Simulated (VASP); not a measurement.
# CuAu (R-3m) in VASP: single point with PBEsol

Aim: the single point of CuAu with PBEsol.

Program: VASP 6.6.1. These are calculated values, not measurements. Logs are shortened: lines on timing, memory, paths and dates and some standing lists are left out, and cuts for length are marked.

### Step 1. Starting point

It takes space group R-3m (No. 166, trigonal). The conventional cell has a = 2.886 Å, b = 2.886 Å, c = 12.769 Å, α = 90.00°, β = 90.00°, γ = 120.00°. Cu (site symmetry -3m) has 6 Au at 2.70 Å and 6 Cu at 2.89 Å as nearest neighbours. Au (site symmetry -3m) is surrounded by 6 Cu at 2.70 Å and 6 Au at 2.89 Å.

The cell comes from a database or a generator and needn't be the stable form of this composition.

### Step 2. Single point, PBEsol

The input, INCAR:

```
PREC = Accurate
ENCUT = 520
EDIFF = 1E-7
ISMEAR = 0
SIGMA = 0.1
LREAL = False
LASPH = True
NELM = 100
ALGO = Fast
ISIF = 2
LWAVE = False
LCHARG = True
GGA = PS
LELF = True
LVHAR = True
NBANDS = 18
```

The input, KPOINTS:

```
regular mesh
0
Gamma
  9 9 9
```

The input, POSCAR:

```
CuAu
1.0
    1.4430568479      0.8331492596      4.2561707609
   -1.4430568479      0.8331492596      4.2561707609
    0.0000000000     -1.6662985192      4.2561707609
Cu Au
1 1
Direct
    0.5000000000      0.5000000000      0.5000000000
    0.0000000000      0.0000000000      0.0000000000
```

Potentials or basis: VASP PAW PBE potentials, release 64 (Cu, Au).

Started as:

```bash
> cat potpaw_PBE.64/Cu/POTCAR potpaw_PBE.64/Au/POTCAR > POTCAR
> mpirun -np 1 vasp_std > vasp.out
```

OUTCAR:

```text
PREC = Accurate
   ENCUT = 520
   EDIFF = 1E-7
   ISMEAR = 0
   LREAL = False
   LASPH = True
   NELM = 100
   ISIF = 2
   GGA = PS

 ion  position               nearest neighbor table
   1  0.500  0.500  0.500-   2 2.70   2 2.70   2 2.70   2 2.70   2 2.70   2 2.70
   2  0.000  0.000  0.000-   1 2.70   1 2.70   1 2.70   1 2.70   1 2.70   1 2.70

  LATTYP: Found a trigonal (rhomboedric) cell.
 ALAT       =     4.5707264522
 COS(alpha) =     0.8006453295

  Lattice vectors:

 A1 = (   1.4430568479,   0.8331492596,   4.2561707609)
 A2 = (  -1.4430568479,   0.8331492596,   4.2561707609)
 A3 = (   0.0000000000,  -1.6662985192,   4.2561707609)

Analysis of symmetry for initial positions (statically):
=====================================================================
 Subroutine PRICEL returns:
 Original cell was already a primitive cell.

 Routine SETGRP: Setting up the symmetry group for a
 trigonal (rhombohedral) supercell.

 Subroutine GETGRP returns: Found 12 space group operations
 (whereof 12 operations were pure point group operations)
 out of a pool of 12 trial point group operations.

The static configuration has the point symmetry D_3d.

Analysis of symmetry for dynamics (positions and initial velocities):
=====================================================================
 Subroutine PRICEL returns:
 Original cell was already a primitive cell.

 Routine SETGRP: Setting up the symmetry group for a
 trigonal (rhombohedral) supercell.

 Subroutine GETGRP returns: Found 12 space group operations
 (whereof 12 operations were pure point group operations)
 out of a pool of 12 trial point group operations.

The dynamic configuration has the point symmetry D_3d.

 Subroutine INISYM returns: Found 12 space group operations
 (whereof 12 operations are pure point group operations),
 and found     1 'primitive' translations

----------------------------------------------------------------------------------------

                                     Primitive cell

  volume of cell :      30.7027

  direct lattice vectors                    reciprocal lattice vectors
     1.443056848  0.833149260  4.256170761     0.346486696  0.200044187  0.078317660
    -1.443056848  0.833149260  4.256170761    -0.346486696  0.200044187  0.078317660
     0.000000000 -1.666298519  4.256170761     0.000000000 -0.400088375  0.078317660

  length of vectors
     4.570726452  4.570726452  4.570726452     0.407681694  0.407681694  0.407681694

  position of ions in fractional coordinates (direct lattice)
     0.500000000  0.500000000  0.500000000
     0.000000000  0.000000000  0.000000000

  ion indices of the primitive-cell ions
   primitive index   ion index
                 1           1
                 2           2

----------------------------------------------------------------------------------------

 KPOINTS: regular mesh

Automatic generation of k-mesh.
 Grid dimensions read from file:
 generate k-points for:    9    9    9

 Generating k-lattice:

  Cartesian coordinates                     Fractional coordinates (reciprocal lattice)
     0.038498522  0.022227132  0.008701962     0.111111111  0.000000000  0.000000000
    -0.038498522  0.022227132  0.008701962     0.000000000  0.111111111  0.000000000
     0.000000000 -0.044454264  0.008701962     0.000000000  0.000000000  0.111111111

  Length of vectors
     0.045297966  0.045297966  0.045297966

  Shift w.r.t. Gamma in fractional coordinates (k-lattice)
     0.000000000  0.000000000  0.000000000

 Subroutine IBZKPT returns following result:
 ===========================================

 Found     85 irreducible k-points:

 Following reciprocal coordinates:
            Coordinates               Weight
  0.000000  0.000000  0.000000      1.000000
  0.111111  0.000000  0.000000      6.000000
  0.222222 -0.000000  0.000000      6.000000
  0.333333  0.000000  0.000000      6.000000
  0.444444 -0.000000  0.000000      6.000000
  0.111111  0.111111  0.000000      6.000000
[... 16 lines left out ...]
 -0.333333  0.333333  0.000000      6.000000
  0.444444  0.444444  0.000000      6.000000
 [... further k-points ...]
   k-points           NKPTS =     85   k-points in BZ     NKDIM =     85   number of bands    NBANDS=     18
   number of dos      NEDOS =    301   number of ions     NIONS =      2
   total plane-waves  NPLWV =  46656
   dimension x,y,z NGX =    36 NGY =   36 NGZ =   36
   dimension x,y,z NGXF=    72 NGYF=   72 NGZF=   72
   ions per type =               1   1
   NGX,Y,Z   is equivalent  to a cutoff of  13.09, 13.09, 13.09 a.u.
   NGXF,Y,Z  is equivalent  to a cutoff of  26.19, 26.19, 26.19 a.u.
 SYSTEM =  unknown system
   PREC   = accura    normal or accurate (medium, high low for compatibility)
   ISTART =      0    job   : 0-new  1-cont  2-samecut
   ICHARG =      2    charge: 1-file 2-atom 10-const
   ISPIN  =      1    spin polarized calculation?
   LNONCOLLINEAR =      F non collinear calculations
   LSORBIT =      F    spin-orbit coupling
   LASPH  =      T    aspherical Exc in radial PAW
   ENCUT  =  520.0 eV  38.22 Ry    6.18 a.u.   8.50  8.50  8.50*2*pi/ulx,y,z
   NELM   =    100;   NELMIN=  2; NELMDL= -5     # of ELM steps
   EDIFF  = 0.1E-06   stopping-criterion for ELM
   LREAL  =      F    real-space projection
   EDIFFG = 0.1E-05   stopping-criterion for IOM
   NSW    =      0    number of steps for IOM
   IBRION =     -1    ionic relax: 0-MD 1-quasi-New 2-CG
   NFREE  =      0    steps in history (QN), initial steepest desc. (CG)
   ISIF   =      2    stress and relaxation
   ISYM   =      2    0-nonsym 1-usesym 2-fastsym
   POTIM  = 0.5000    time-step for ionic-motion
   TEBEG  =    0.0;   TEEND  =   0.0 temperature during run
   PSTRESS=    0.0 pullay stress
   NELECT =      22.0000    total number of electrons
   NUPDOWN=      -1.0000    fix difference up-down
   EMIN   =  10.00;   EMAX   =-10.00  energy-range for DOS
   EFERMI =   0.00;   METHOD = LEGACY
   ISMEAR =     0;   SIGMA  =   0.10  broadening in eV -4-tet -1-fermi 0-gaus
   EFERMI_NEDOS =   21; number of points for ismear=-14 and -15
   IALGO  =     68    algorithm
   IMIX   =      4    mixing-type and parameters
     AMIX     =   0.40;   BMIX     =  1.00
     AMIX_MAG =   1.60;   BMIX_MAG =  1.00
  volume/ion in A,a.u.               =      15.35       103.60
  Fermi-wavevector in a.u.,A,eV,Ry     =   1.464952  2.768359 29.199270  2.146086
  Thomas-Fermi vector in A             =   2.580867
   LORBIT       =      0    0 simple, 1 ext, 2 COOP (PROOUT), +10 PAW based schemes
   GGA     = PS    functional components
   LHFCALC =     F    Hartree Fock is set to
   AEXX    =    0.0000 exact exchange contribution
   IVDW    =     0    specifies the selected vdW correction
   LEPSILON=     F    determine dielectric tensor
   LRPA    =     F    only Hartree local field effects (RPA)
 non-spin polarized calculation
 RMM-DIIS sequential band-by-band and
 Gauss-broadening in eV      SIGMA  =   0.10
  energy-cutoff  :      520.00
  volume of cell :       30.70
 maximum number of plane-waves:       861
 NGX is ok and might be reduce to    36
   NGX = 17   NGY = 17   NGZ = 17

 number of electron      21.9999999 magnetization

 Free energy of the ion-electron system (eV)
  ---------------------------------------------------
  ext. energy  EPLUGINS =         0.00000000
  ---------------------------------------------------
  free energy    TOTEN  =        -8.15287318 eV

  energy without entropy =       -8.14780002  energy(sigma->0) =       -8.15033660

 E-fermi :   7.9001     XC(G=0): -12.5131

 val. band max:        7.8965076295   @ k =  -0.4444   0.3333   0.2222
 cond. band min:       7.9396630545   @ k =  -0.2222   0.3333   0.1111
 fundamental gap:      0.0431554250
 Fermi energy:         7.9000769693

 k-point     1 :       0.0000    0.0000    0.0000
  band No.  band energies     occupation
      1      -1.6187      2.00000
      2       1.4296      2.00000
      3       3.0914      2.00000
      4       3.0914      2.00000
      5       4.1023      2.00000
      6       4.1023      2.00000
[... 10 lines left out ...]
     17      25.2475      0.00000
     18      27.8416      0.00000

 k-point     2 :       0.1111    0.0000    0.0000
  band No.  band energies     occupation
      1      -1.2414      2.00000
      2       1.6428      2.00000
      3       2.9529      2.00000
      4       3.3223      2.00000
      5       3.8079      2.00000
      6       4.1143      2.00000
[... 10 lines left out ...]
     17      24.6291      0.00000
     18      25.8280      0.00000

 k-point     3 :       0.2222   -0.0000    0.0000
  band No.  band energies     occupation
      1      -0.2105      2.00000
      2       2.0533      2.00000
      3       2.8527      2.00000
      4       3.1521      2.00000
      5       3.8977      2.00000
      6       4.1947      2.00000
[... 10 lines left out ...]
     17      23.3594      0.00000
     18      24.9241      0.00000

 k-point     4 :       0.3333    0.0000    0.0000
  band No.  band energies     occupation
      1       0.9228      2.00000
      2       2.1103      2.00000
      3       2.6821      2.00000
      4       3.5665      2.00000
      5       4.0812      2.00000
      6       4.7939      2.00000
[... 375 lines left out ...]
      4       3.1282      2.00000
      5       3.6545      2.00000
      6       5.3571      2.00000
[... 10 lines left out ...]
     17      21.2879      0.00000
     18      22.2895      0.00000

 k-point    23 :      -0.3333    0.3333    0.0000
  band No.  band energies     occupation
      1       2.2688      2.00000
      2       2.6660      2.00000
      3       2.8343      2.00000
      4       3.0245      2.00000
      5       3.0661      2.00000
      6       5.1086      2.00000
[... 10 lines left out ...]
     17      19.4632      0.00000
     18      23.3309      0.00000

 k-point    24 :       0.4444    0.4444    0.0000
  band No.  band energies     occupation
      1       0.9146      2.00000
      2       1.5832      2.00000
      3       2.6866      2.00000
      4       3.6295      2.00000
      5       5.1621      2.00000
      6       5.6362      2.00000
[... 10 lines left out ...]
     17      23.6597      0.00000
     18      24.4535      0.00000

 [... further k-points ...]

------------------------ aborting loop because EDIFF is reached ----------------------------------------

  FORCE on cell =-STRESS in cart. coord.  units (eV):
  Direction    XX          YY          ZZ          XY          YZ          ZX
  --------------------------------------------------------------------------------------
  -------------------------------------------------------------------------------------
  Total       -1.8159484     -1.8159484     -1.0708015      0.0000000      0.0000000      0.0000000
  in kB      -94.7627256    -94.7627256    -55.8782788      0.0000000      0.0000000      0.0000000
  external PRESSURE =     -81.8012433 kB  Pullay stress =       0.0000000 kB

 VOLUME and BASIS-vectors are now :
 -----------------------------------------------------------------------------
  energy-cutoff  :      520.00
  volume of cell :       30.70
      direct lattice vectors                 reciprocal lattice vectors
     1.443056848  0.833149260  4.256170761     0.346486696  0.200044187  0.078317660
    -1.443056848  0.833149260  4.256170761    -0.346486696  0.200044187  0.078317660
     0.000000000 -1.666298519  4.256170761     0.000000000 -0.400088375  0.078317660

 POSITION                                       TOTAL-FORCE (eV/Angst)
 -----------------------------------------------------------------------------------
      0.00000      0.00000      6.38426        -0.000000      0.000000     -0.000000
      0.00000      0.00000      0.00000         0.000000     -0.000000      0.000000
 -----------------------------------------------------------------------------------
    total drift:                                0.000000     -0.000000      0.000000

  FREE ENERGIE OF THE ION-ELECTRON SYSTEM (eV)
  ---------------------------------------------------
  free  energy   TOTEN  =        -8.1528731780 eV

  energy  without entropy=       -8.1478000247  energy(sigma->0) =       -8.15033660
```

Wall time 52 s (1 thread of Intel Xeon 6975P-C (Granite Rapids), shared host); peak memory 0.25 GiB.

Results:

* Free energy: -8.1529 eV
* Pressure: -8.2 GPa
* Band gap on the k mesh: none (metal or under the smearing width)

Stress tensor (GPa, compression positive):
```
-9.48  0.00  0.00
 0.00 -9.48  0.00
 0.00  0.00 -5.59
```

Levels at points of the mesh, in eV from the Fermi level:
```tsv
k point	band 9	band 10	band 11	band 12	band 13	band 14
(0.00, 0.00, 0.00)	-2.22	-1.60	-1.60	-0.16	4.52	14.46
```

Caveat: the PAW data sets were made with another functional, which shifts forces and pressure a little. The run has no spin-orbit coupling, so splittings on Au are missing.
